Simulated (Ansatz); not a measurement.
# Ga: from a trial structure to a relaxed crystal

Method: Ansatz, DFT r2SCAN, scalar-relativistic, plane waves, PAW. Cutoff 500 eV, Γ-centred k mesh, Gaussian smearing, no spin polarisation in the final step.

The start puts Ga on the omega structure type (P6/mmm, No. 191), at a guessed volume.

```xyz
3
Lattice="5.0119 0.0000 0.0000 -2.5060 4.3405 0.0000 0.0000 0.0000 3.0725" Properties=species:S:1:pos:R:3 pbc="T T T"
Ga    0.0000    0.0000    0.0000
Ga    0.0000    2.8936    1.5363
Ga    2.5060    1.4468    1.5363
```

Cell and atoms relax at zero pressure; the relaxation can't lower the symmetry of the start. After a coarse first stage the cell is made exact in the group found at 0.06 Å.

Energies count from the standard state of Ga at the same level.

(1) Describe the relaxed structure.

(2) What are its volume, energy, density and gap?

Results:

(1) It keeps P6/mmm (No. 191). The result has the omega structure. Conventional cell: a = 4.757 Å, c = 2.790 Å. Ga on Wyckoff site a (1 atom of the primitive cell) has 2 Ga at 2.79 Å and 12 Ga at 3.08 Å; Ga on Wyckoff site d (2 atoms of the primitive cell) has 5 Ga at 2.75–2.79 Å and 6 Ga at 3.08 Å.

Space group P6/mmm (No. 191). a = 4.757 Å, b = 4.757 Å, c = 2.790 Å, α = 90.00°, β = 90.00°, γ = 120.00°
```json
{"atom": "Ga", "site": "1a", "symmetry": "6/mmm", "x": "0.0000", "y": "0.0000", "z": "0.0000"}
{"atom": "Ga", "site": "2d", "symmetry": "-6m2", "x": "0.3333", "y": "0.6667", "z": "0.5000"}
```

(2) The volume per atom is 18.23 Å³, the density is 6.35 g/cm³ and the energy over the standard structure is 0.17 eV/atom. The gap on the 12×12×16 mesh is 0 eV (a metal).

The final run used a 12×12×16 mesh on its 3-atom cell and 0.10 eV smearing. For metals, differences of a few meV/atom aren't resolved. Symmetry constrained the relaxation, so the result can be a saddle point.